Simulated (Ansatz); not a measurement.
**SiNi3: from a guess to a relaxed structure**

Where does this trial cell of SiNi3 go when cell and atoms are let free?

Method: DFT PBE, scalar-relativistic, plane waves, PAW, in Ansatz 0.2.0.

### Step 1. The system as given

Symmetry: P-6m2, No. 187, hexagonal system. The conventional cell has a = 3.888 Å, b = 3.888 Å, c = 4.170 Å, α = 90.00°, β = 90.00°, γ = 120.00°. Si (site symmetry -6m2) is surrounded by 5 Ni at 2.09 to 2.24 Å. Ni (site symmetry -6m2) has 3 Si at 2.24 Å as nearest neighbours. Around Ni (site symmetry -6m2) lie 2 Si at 2.09 Å and 3 Ni at 2.24 Å. Ni (site symmetry -6m2) is surrounded by 3 Ni at 2.24 Å.

Coordinates:

```xyz
4
Lattice="3.8875 0.0000 0.0000 -1.9438 3.3667 0.0000 0.0000 0.0000 4.1701" Properties=species:S:1:pos:R:3 pbc="T T T"
Si    0.0000    0.0000    0.0000
Ni    1.9438    1.1222    0.0000
Ni    0.0000    0.0000    2.0850
Ni    0.0000    2.2445    2.0850
```

The cell is invented: random cell by space group and Wyckoff sites (P-6m2, No. 187). The dimensions are guesses.

### Step 2. A first look at the guess

File input.yaml:

```yaml
crystal:
  lattice:
    - [3.8875483, 0.0, 0.0]
    - [-1.94377415, 3.36671559, 0.0]
    - [0.0, 0.0, 4.17007832]
  atoms:
    - { symbol: Si, position: [0.0, 0.0, 0.0] }
    - { symbol: Ni, position: [0.66666667, 0.33333333, 0.0], spin: 2.0 }
    - { symbol: Ni, position: [0.0, 0.0, 0.5], spin: 2.0 }
    - { symbol: Ni, position: [0.33333333, 0.66666667, 0.5], spin: 2.0 }
basis:
  ecutwfc: 420
kpoints:
  mp_grid: { grid: [6, 6, 4] }
hamiltonian:
  xc: pbe
scf:
  occupations: { method: gaussian, width: 0.1 }
  lower_state_search: "off"
output:
  forces: true
  stress: true
  eigenvalues: true
  populations: true
magnetization:
  spin_polarized: true
```

On the command line:

```console
$ ansatz run input.yaml --threads 1 --pin off --max-ram 2560MiB --backend cpu --events-out ev --progress --plain --runs-dir out
```

Further runs follow: coarse relaxation; full relaxation.

What does the calculation give? Wanted: conventional cell; volume; energy over the elements; gap on the mesh.

As calculated:

| quantity | value |
| --- | --- |
| symmetry at the end (tolerance 0.05 Å) | space group P-6m2 (No. 187) |
| conventional cell | a = 3.909 Å, b = 3.909 Å, c = 4.201 Å, α = 90.00°, β = 90.00°, γ = 120.00° |
| volume | 13.90 Å³/atom |
| energy over the elements | +0.35 eV/atom |
| gap on the mesh | none (metal) |

**Reading.** The space group P-6m2 (No. 187) is kept, and the volume per atom grows by 1.8 % from the first guess. The formation energy is positive, so the separate elements lie lower. No finished test with a distortion of lower symmetry is shown, so the end may be a saddle point. A spin-polarised run here lost its starting moments, which speaks against magnetism, though one start doesn't rule it out. Other magnetic orders were not searched.
